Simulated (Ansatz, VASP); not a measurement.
One calculation of Cl, two programs

```
Cl
1.0
     3.08080   -2.20407    0.00000
     3.08080    2.20407    0.00000
     0.00000    0.00000    8.04240
Cl
4
Direct
  0.37000 0.63000 0.40000
  0.13000 0.87000 0.90000
  0.63000 0.37000 0.60000
  0.87000 0.13000 0.10000
```

Change from the starting cell: volume scaled by 0.94.

Alike in both runs: task single point; functional PBEsol; k mesh 7 × 7 × 4; occupations fermi-dirac, width 0.05 eV; no spin polarisation.

```csv
,VASP,Ansatz
version,VASP 6.6.1,Ansatz 0.2.0
potentials or method,"VASP PAW PBE potentials, release 64 (Cl)",Ansatz PAW
plane-wave cutoff (eV),520,420
valence electrons in the cell,28,28
```

VASP gave:

```
gap on the k mesh at the Fermi level (eV)       : 2.71
least direct gap on the mesh (eV)               : 2.77
pressure (GPa)                                  : 0.6
largest component of the traceless stress (GPa) : 0.44
rms of the force components (eV/Å)              : 0.273
```

Q: Which values does Ansatz return?

A: gap on the k mesh at the Fermi level (eV): 2.65; least direct gap on the mesh (eV): 2.72; pressure (GPa): 0.9; largest component of the traceless stress (GPa): 0.77; rms of the force components (eV/Å): 0.379.

Atom by atom the forces differ by 0.108 eV/Å (rms over components).

Caveats: the PAW data sets were made with another functional, which shifts forces and pressure a little (VASP); an odd mesh through Γ misses points on the zone boundary, where band edges often lie (VASP); odd divisions of the mesh miss points on the zone boundary, where band edges often lie, so the gap on the mesh can be too wide (Ansatz); the PAW data sets come from PBE, with cores solved anew for the run's functional, which leaves a small shift of forces and pressure (Ansatz).
